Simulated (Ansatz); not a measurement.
NiO:

```
Ni O
1.0
     0.00000    2.08590    2.08590
     2.08590    0.00000    2.08590
     2.08590    2.08590    0.00000
Ni O
1 1
Direct
  0.00000 0.00000 0.00000
  0.50000 0.50000 0.50000
```

```yaml
Program: Ansatz 0.2.0
Task: relaxation of cell and atoms
Functional: BLYP
Potentials_or_basis: all-electron LAPW, scalar-relativistic
Basis_error_allowed: 0.001 eV/atom
k_mesh: 11 × 11 × 11
Occupations: tetrahedron
Spin: collinear spin, program default start
```

At the start: volume 9.08 Å³/atom.

Q: Where does the relaxation end?

A: Over 5 steps the energy falls by 32.1 meV/atom and the volume is 9.86 Å³/atom (+8.6 %); space group Fm-3m (No. 225, to 0.05 Å); moment 1.96 μB per cell.

Step by step:
| step | energy change (eV) | largest force (eV/Å) | volume (Å³) |
| --- | --- | --- | --- |
| 1 | 0.0000 | 0.0000 | 18.15 |
| 2 | -0.0459 | 0.0000 | 18.83 |
| 3 | -0.0642 | 0.0000 | 19.63 |
| 4 | -0.0642 | 0.0000 | 19.71 |
| 5 | -0.0642 | 0.0000 | 19.71 |

Final structure:
```
Ni O
1.0
     0.00000    2.14406    2.14406
     2.14406    0.00000    2.14406
     2.14406    2.14406    0.00000
Ni O
1 1
Direct
  0.00000 0.00000 0.00000
  0.50000 0.50000 0.50000
```

Caveat: a cell with one magnetic atom can't hold antiferromagnetic order, which such compounds often take; with tetrahedron occupations forces and stress needn't match the slope of the energy.
